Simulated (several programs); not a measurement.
Zincblende GaP, relaxed with r2SCAN in Ansatz, was computed with several methods. Space group F-43m (No. 216), cubic; conventional cell a = 5.451 Å, 20.24 Å³ an atom. Ga has 4 P at 2.36 Å; P has 4 Ga at 2.36 Å. Calculated for a static, non-magnetic cell.

Space group F-43m (No. 216). a = 5.451 Å, b = 5.451 Å, c = 5.451 Å, α = 90.00°, β = 90.00°, γ = 90.00°
```
atom  site  symmetry       x       y       z
  Ga    4a      -43m  0.0000  0.0000  0.0000
   P    4d      -43m  0.2500  0.2500  0.7500
```

Gaps and times are for a single point on this cell; volume and bulk modulus come from each method's own relaxation or energy curve at fixed shape. Times are rough, from shared hosts (Arm Neoverse V1; Arm Neoverse V2; Intel Xeon Platinum 8488C), and each method has its own mesh and cell size. PM6 (MOPAC), PM7 (MOPAC), GFN1-xTB (tblite), GFN2-xTB (tblite) treat a cluster of cells at its zone centre, which samples few k points: where these miss a band edge, the gap comes out too large for that reason alone. Gaps from k meshes are read at a limited set of points (mesh, symmetry points, PBE's band edges), so each method's own least gap may be somewhat smaller. xTB and the PM methods were fitted mostly to molecules, and can miss a solid's gap by electronvolts. Minimal bases can be far off for gaps. Times of the plane-wave ladder aren't listed, since it ran on unlike processors and cards. GLLB-SC's gap includes the derivative discontinuity. G0W0 is at finite bands, cutoff and mesh. d marks a direct gap, i an indirect one (no mark: not told apart), a dash a value that wasn't computed or didn't pass its checks.

```tsv
method	kind	gap (eV)	own volume (Å³/atom)	bulk modulus (GPa)	atoms computed	processor time
PBEsol	semilocal	–	20.11	–	2	–
light PBE (260 eV and a coarse mesh)	light plane-wave	1.58 i	–	–	2	0.74 s
LDA	semilocal	1.44 i	19.59	–	2	–
PBE	semilocal	1.59 i	20.87	77	2	–
PBE/single zeta (GPAW)	small basis	1.83 d	–	–	2	4.4 s
r2SCAN	semilocal	1.84 i	20.24	88	2	–
GLLB-SC (GPAW)	model potential	2.53	–	–	2	5.2 s
PBE/SZV (CP2K)	small basis	2.16 d	21.84	78	2	5.4 s
GFN2-xTB (tblite)	tight binding	3.11	–	–	cluster	5.4 s
GFN1-xTB (tblite)	tight binding	0.87	–	–	cluster	5.4 s
PM7 (MOPAC)	semi-empirical	6.27	–	–	cluster	6.1 s
PM6 (MOPAC)	semi-empirical	6.30	–	–	cluster	7.5 s
PBE+SOC	semilocal	1.58 i	–	–	2	–
PBE/DZVP (CP2K)	small basis	1.61 i	21.00	77	2	19 s
G0W0@LDA (140 eV screening cutoff)	many-body	2.02	–	–	2	–
G0W0@r2SCAN (180 eV screening cutoff)	many-body	2.28	–	–	2	–
G0W0@PBE (260 eV screening cutoff)	many-body	2.15	–	–	2	–
LC-ωPBE	hybrid	6.60 i	–	–	2	–
G0W0@HSE06 (180 eV screening cutoff)	many-body	2.45	–	–	2	–
HSE06	hybrid	2.26 i	20.41	–	2	–
PBE0	hybrid	2.93 i	–	–	2	–
DDH-PBE0	hybrid	2.09 i	–	–	2	–
G0W0@PBE0 (180 eV screening cutoff)	many-body	2.61	–	–	2	–
Hartree-Fock	exact exchange	7.60 i	–	–	2	–
HSE06+SOC	hybrid	2.25 i	–	–	2	–
```

Question: How far from the measured values lie the methods that can be set against them?

Answer:
- Bulk modulus, measured 87.5 GPa: PBE -12.0 %, r2SCAN +0.5 %, PBE/SZV (CP2K) -11.1 %, PBE/DZVP (CP2K) -11.7 %.
- Volume, measured 20.24 Å³ an atom: PBEsol -0.7 %, LDA -3.2 %, PBE +3.1 %, r2SCAN 0.0 %, PBE/SZV (CP2K) +7.9 %, PBE/DZVP (CP2K) +3.7 %, HSE06 +0.8 %.
The calculations are for a static lattice; samples hold vibrations, temperature and, in optical gaps, excitons. A measured value is shown where most reports agree with it, and only for the quantities listed. Sources: 87.5 GPa (zero-pressure bulk modulus, 3rd-order Birch-Murnaghan fit with K' fixed at 4.5; “Phosphorous dimerization in GaP at high pressure”; Equation-of-state fit to 14 points with K' fixed at the literature value 4.5; 2017; arxiv:1709.06667); 20.24 Å³ an atom (from the lattice constants; cubic lattice parameter, reported bulk value; “Selective Growth of GaP Crystals on CMOS-Compatible Si Nanotip Wafers by Gas Source Molecular Beam Epitaxy”; Reported bulk literature value quoted for comparison; no source, method or temperature given; 2024; pmc:10995952).

Only the rows marked +SOC include spin-orbit coupling.
